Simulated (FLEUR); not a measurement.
A run of FLEUR MaX-R8.1 (later development tree) is set up as follows.

The input inp.xml:

```xml
<?xml version="1.0" encoding="UTF-8" standalone="no"?>
<fleurInput fleurInputVersion="0.39">
   <comment>
      Zn                                                                                                  
   </comment>
   <calculationSetup>
      <cutoffs Kmax="4.1" Gmax="12.7" GmaxXC="12.7" numbands="0"/>
      <scfLoop itmax="80" minDistance="0.0001" maxIterBroyd="30" imix="Anderson" alpha="0.05" precondParam="0.0" spinf="2.0" sdNocoIR="T"/>
      <coreElectrons ctail="F" frcor="F" kcrel="0" coretail_lmax="0"/>
      <xcFunctional name="LibXC" relativisticCorrections="F">
         <LibXCName exchange="mgga_x_scan" correlation="mgga_c_scan"/>
         <AuxGGA exchange="117" correlation="130"/>
      </xcFunctional>
      <magnetism jspins="1"/>
      <soc l_soc="F" theta="0.0" phi="0.0" spav="F"/>
      <expertModes spex="0" secvar="F"/>
      <geometryOptimization l_f="F" forcealpha="1.0" forcemix="BFGS" epsdisp="0.00001" epsforce="0.00001"/>
      <ldaU l_linMix="F" mixParam="0.05" spinf="1.0"/>
   </calculationSetup>
   <cell>
      <bzIntegration valenceElectrons="20.0" mode="hist" fermiSmearingEnergy="0.00183747">
         <kPointListSelection listName="default-1"/>
         <!-- k-points included here -->
         <xi:include xmlns:xi="http://www.w3.org/2001/XInclude" href="kpts.xml"> </xi:include>
      </bzIntegration>
      <!-- symmetry operations included here -->
      <xi:include xmlns:xi="http://www.w3.org/2001/XInclude" href="sym.xml"> </xi:include>
      <bulkLattice scale="1.0">
         <bravaisMatrix>
            <row-1>    0.0000000000000000     3.7128885361870894     3.7128885361870894</row-1>
            <row-2>    3.7128885361870894     0.0000000000000000     3.7128885361870894</row-2>
            <row-3>    3.7128885361870894     3.7128885361870894     0.0000000000000000</row-3>
         </bravaisMatrix>
      </bulkLattice>
   </cell>
   <atomSpecies>
      <species name="Zinc (Zn)" element="Zn" atomicNumber="30">
         <mtSphere radius="2.43" gridPoints="803" logIncrement="0.015"/>
         <atomicCutoffs lmax="10" lnonsphr="10"/>
         <electronConfig flipSpins="F">
            <coreConfig>(1s1/2) (2s1/2) (2p1/2) (2p3/2)</coreConfig>
            <valenceConfig>(3s1/2) (3p1/2) (3p3/2) (4s1/2) (3d3/2) (3d5/2)</valenceConfig>
         </electronConfig>
         <energyParameters s="4" p="4" d="3" f="4"/>
         <lo type="SCLO" l="0" n="3" eDeriv="0"/>
         <lo type="SCLO" l="1" n="3" eDeriv="0"/>
         <lo type="SCLO" l="1" n="3" eDeriv="1"/>
         <lo type="HELO" l="2" n="4" eDeriv="0"/>
         <lo type="HELO" l="2" n="4" eDeriv="1"/>
         <lo type="SCLO" l="3" n="4" eDeriv="2"/>
      </species>
   </atomSpecies>
   <atomGroups>
      <atomGroup species="Zinc (Zn)">
         <relPos label="                   1">.0000000000 .0000000000 .0000000000</relPos>
         <force calculate="T" relaxXYZ="TTT"/>
      </atomGroup>
   </atomGroups>
   <output dos="F" band="F" slice="F">
      <checks vchk="F" cdinf="F"/>
      <bandDOS minEnergy="-.5*Htr" maxEnergy="0.5*Htr" sigma="0.015" storeEVData="T"/>
      <vacuumDOS vacdos="F" integ="F" star="F" nstars="0" locx1="0.0" locy1="0.0" locx2="0.0" locy2="0.0" nstm="0" tworkf="0.0"/>
      <unfoldingBand unfoldBand="F" supercellX="1" supercellY="1" supercellZ="1"/>
      <plotting iplot="0" polar="F">
         <plot TwoD="T" vec1="  1.0  0.0  0.0" vec2="  0.0  1.0  0.0" vec3="  0.0  0.0  1.0" zero="  0.0  0.0  0.0" file="plot"/>
      </plotting>
      <chargeDensitySlicing numkpt="0" minEigenval="0.0" maxEigenval="0.0" nnne="0" pallst="F"/>
      <specialOutput eonly="F"/>
      <moessbauerParams electricFieldGradient="T" isomerShift="T" coreHyperfine="T" valenceHyperfine="T"/>
      <magneticCircularDichroism mcd="F" energyLo="-10.0" energyUp="0.0"/>
   </output>
  <!-- We include the file relax.xml here to enable relaxations (see documentation) -->
  <xi:include xmlns:xi="http://www.w3.org/2001/XInclude" href="relax.xml"> <xi:fallback/> </xi:include>
</fleurInput>
```

crystal.txt

```
Zn
&input cartesian=F /
0.0000000000  1.9647760000  1.9647760000
1.9647760000  0.0000000000  1.9647760000
1.9647760000  1.9647760000  0.0000000000
1.8897261246
1.0 1.0 1.0

1
30 0.0000000000  0.0000000000  0.0000000000

&kpt div1=12 div2=12 div3=12 gamma=T /
```

inp.xml (bands)

```
<?xml version="1.0" encoding="UTF-8" standalone="no"?>
<fleurInput fleurInputVersion="0.39">
   <comment>
      Zn                                                                                                  
   </comment>
   <calculationSetup>
      <cutoffs Kmax="4.1" Gmax="12.7" GmaxXC="12.7" numbands="0"/>
      <scfLoop itmax="80" minDistance="0.0001" maxIterBroyd="30" imix="Anderson" alpha="0.05" precondParam="0.0" spinf="2.0" sdNocoIR="T"/>
      <coreElectrons ctail="F" frcor="F" kcrel="0" coretail_lmax="0"/>
      <xcFunctional name="LibXC" relativisticCorrections="F">
         <LibXCName exchange="mgga_x_scan" correlation="mgga_c_scan"/>
         <AuxGGA exchange="117" correlation="130"/>
      </xcFunctional>
      <magnetism jspins="1"/>
      <soc l_soc="F" theta="0.0" phi="0.0" spav="F"/>
      <expertModes spex="0" secvar="F"/>
      <geometryOptimization l_f="F" forcealpha="1.0" forcemix="BFGS" epsdisp="0.00001" epsforce="0.00001"/>
      <ldaU l_linMix="F" mixParam="0.05" spinf="1.0"/>
   </calculationSetup>
   <cell>
      <bzIntegration valenceElectrons="20.0" mode="hist" fermiSmearingEnergy="0.00183747">
         <kPointListSelection listName="path-1"/>
         <!-- k-points included here -->
         <xi:include xmlns:xi="http://www.w3.org/2001/XInclude" href="kpts.xml"> </xi:include>
      </bzIntegration>
      <!-- symmetry operations included here -->
      <xi:include xmlns:xi="http://www.w3.org/2001/XInclude" href="sym.xml"> </xi:include>
      <bulkLattice scale="1.0">
         <bravaisMatrix>
            <row-1>    0.0000000000000000     3.7128885361870894     3.7128885361870894</row-1>
            <row-2>    3.7128885361870894     0.0000000000000000     3.7128885361870894</row-2>
            <row-3>    3.7128885361870894     3.7128885361870894     0.0000000000000000</row-3>
         </bravaisMatrix>
      </bulkLattice>
   </cell>
   <atomSpecies>
      <species name="Zinc (Zn)" element="Zn" atomicNumber="30">
         <mtSphere radius="2.43" gridPoints="803" logIncrement="0.015"/>
         <atomicCutoffs lmax="10" lnonsphr="10"/>
         <electronConfig flipSpins="F">
            <coreConfig>(1s1/2) (2s1/2) (2p1/2) (2p3/2)</coreConfig>
            <valenceConfig>(3s1/2) (3p1/2) (3p3/2) (4s1/2) (3d3/2) (3d5/2)</valenceConfig>
         </electronConfig>
         <energyParameters s="4" p="4" d="3" f="4"/>
         <lo type="SCLO" l="0" n="3" eDeriv="0"/>
         <lo type="SCLO" l="1" n="3" eDeriv="0"/>
         <lo type="SCLO" l="1" n="3" eDeriv="1"/>
         <lo type="HELO" l="2" n="4" eDeriv="0"/>
         <lo type="HELO" l="2" n="4" eDeriv="1"/>
         <lo type="SCLO" l="3" n="4" eDeriv="2"/>
      </species>
   </atomSpecies>
   <atomGroups>
      <atomGroup species="Zinc (Zn)">
         <relPos label="                   1">.0000000000 .0000000000 .0000000000</relPos>
         <force calculate="T" relaxXYZ="TTT"/>
      </atomGroup>
   </atomGroups>
   <output dos="F" band="T" slice="F">
      <checks vchk="F" cdinf="F"/>
      <bandDOS minEnergy="-.5*Htr" maxEnergy="0.5*Htr" sigma="0.015" storeEVData="T"/>
      <vacuumDOS vacdos="F" integ="F" star="F" nstars="0" locx1="0.0" locy1="0.0" locx2="0.0" locy2="0.0" nstm="0" tworkf="0.0"/>
      <unfoldingBand unfoldBand="F" supercellX="1" supercellY="1" supercellZ="1"/>
      <plotting iplot="0" polar="F">
         <plot TwoD="T" vec1="  1.0  0.0  0.0" vec2="  0.0  1.0  0.0" vec3="  0.0  0.0  1.0" zero="  0.0  0.0  0.0" file="plot"/>
      </plotting>
      <chargeDensitySlicing numkpt="0" minEigenval="0.0" maxEigenval="0.0" nnne="0" pallst="F"/>
      <specialOutput eonly="F"/>
      <moessbauerParams electricFieldGradient="T" isomerShift="T" coreHyperfine="T" valenceHyperfine="T"/>
      <magneticCircularDichroism mcd="F" energyLo="-10.0" energyUp="0.0"/>
   </output>
  <!-- We include the file relax.xml here to enable relaxations (see documentation) -->
  <xi:include xmlns:xi="http://www.w3.org/2001/XInclude" href="relax.xml"> <xi:fallback/> </xi:include>
</fleurInput>
```

Potentials or basis: all-electron, FLAPW.

Run with:

```sh
$ inpgen -f crystal.txt -profile fastHighL
$ # inp.xml edited to the form shown
$ fleur_MPI
$ fleur_MPI   # second run, on inp.xml (bands)
```

Problem. What does it give for the band gap along the path?

Solution. None (metal or under the smearing width).

Core levels (eV from the Fermi level):
```tsv
atom	levels
1 Zn	1s1/2 -9520.7, 2s1/2 -1154.5, 2p1/2 -1016.0, 2p3/2 -992.1
```

Caveat: the meta-GGA is that of a development version, with a GGA for the radial functions and cores and without core tails.
